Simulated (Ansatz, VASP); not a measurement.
# Two plane-wave programs on Si2Ni

INCAR

```
PREC     = Accurate       # precision mode
ENCUT    = 520            # plane-wave cutoff, eV
EDIFF    = 1E-7           # SCF threshold, eV
ISMEAR   = 0              # smearing method
SIGMA    = 0.05           # smearing width, eV
LREAL    = False          # projectors in reciprocal space
LASPH    = True           # aspherical terms in the spheres
NELM     = 150            # most SCF steps
ALGO     = Normal         # electronic algorithm
ISIF     = 2              # what is computed and relaxed
LWAVE    = False          # write WAVECAR
LCHARG   = True           # write CHGCAR
ISPIN    = 2              # spin polarisation
MAGMOM   = 0 0 0          # initial moments
LORBIT   = 11             # projections on sites
LMAXMIX  = 4              # l up to which the mixer works
GGA      = PE             # functional
LELF     = True           # ELF
LVHAR    = True         
NBANDS   = 20             # bands
```

Contents of KPOINTS:

```
Automatic mesh
0
Gamma
  12 12 12
```

Contents of POSCAR:

```
Si2Ni
1.0
    0.0000000000      2.6478212519      2.6478212519
    2.6478212519      0.0000000000      2.6478212519
    2.6478212519      2.6478212519      0.0000000000
Si Ni
2 1
Direct
    0.2500000000      0.2500000000      0.2500000000
    0.7500000000      0.7500000000      0.7500000000
    0.0000000000      0.0000000000      0.0000000000
```

Input for Ansatz:

```yaml
crystal:
  lattice:
    - [0.0, 2.6478212519, 2.6478212519]
    - [2.6478212519, 0.0, 2.6478212519]
    - [2.6478212519, 2.6478212519, 0.0]
  atoms:
    - { symbol: Si, position: [0.25, 0.25, 0.25] }
    - { symbol: Si, position: [0.75, 0.75, 0.75] }
    - { symbol: Ni, position: [0.0, 0.0, 0.0] }
magnetization:
  spin_polarized: true
basis:
  ecutwfc: 420
  fft_grid_basis: typed
kpoints:
  mp_grid: { grid: [12, 12, 12] }
hamiltonian:
  xc: pbe
scf:
  occupations: { method: gaussian, width: 0.05 }
output:
  forces: true
  stress: true
  eigenvalues: true
  bader: true
  write_density: true
  volumetric_format: npy
  populations: true
  elf: true
```

Alike in both runs: task single point; functional PBE; k mesh 12 × 12 × 12; occupations gaussian, width 0.05 eV; collinear spin.

|  | VASP | Ansatz |
| --- | --- | --- |
| version | VASP 6.6.1 | Ansatz 0.2.0 |
| potentials or method | VASP PAW PBE potentials, release 64 (Si, Ni) | scalar-relativistic, plane waves, PAW |
| plane-wave cutoff (eV) | 520 | 420 |
| valence electrons in the cell | 18 | 26 |

VASP gave:

| Property | Result |
| --- | --- |
| gap on the k mesh at the Fermi level (eV) | none |
| pressure (GPa) | 14.3 |
| net moment per atom (μB) | 0.00 |

Problem. Estimate Ansatz's values.

Solution. gap on the k mesh at the Fermi level (eV): none; pressure (GPa): 14.5; net moment per atom (μB): 0.00.

A gap of «none» marks a metal or a gap that the smearing closes. The two sets of potentials don't hold the same shells in valence. Ansatz warned: «no_starting_moments».
